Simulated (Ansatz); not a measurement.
**Sn (Pm-3m)**

These are results of DFT PBE, scalar-relativistic, plane waves, PAW in Ansatz, not measurements.

Settings: cutoff 420 eV, Γ-centred mesh 6×6×6 on the computed 7-atom cell, Gaussian smearing of 0.10 eV; no spin polarisation.

The structure is relaxed at this level of theory with its symmetry kept, and needn't be the ground state of this composition.

Space group Pm-3m (No. 221). a = 6.092 Å, b = 6.092 Å, c = 6.092 Å, α = 90.00°, β = 90.00°, γ = 90.00°
```tsv
atom	site	symmetry	x	y	z
Sn	3c	4/mm.m	0.5000	0.5000	0.0000
Sn	1b	m-3m	0.5000	0.5000	0.5000
Sn	3d	4/mm.m	0.5000	0.0000	0.0000
```

Energy over the standard state (uncorrected)?

+0.208 eV/atom.

Kohn–Sham band gap?

none (metal).

Density of states at the Fermi level?

3.8 states/eV per cell.

Orbital (Löwdin) character within 0.5 eV of the Fermi level?

Sn 5p 86 %, Sn 5s 11 %.

Bader charge by site (e)?

Sn (3 in the cell) -0.04, Sn (1 in the cell) -0.02, Sn (3 in the cell) 0.05.

Another cell of Sn relaxed alike, in P-6m2, lies 20 meV/atom lower, so this cell isn't the stable form at this level.

The cell was found from a structure generator's guess, not taken from experiment. Löwdin shares on free-atom orbitals overweight diffuse shells.
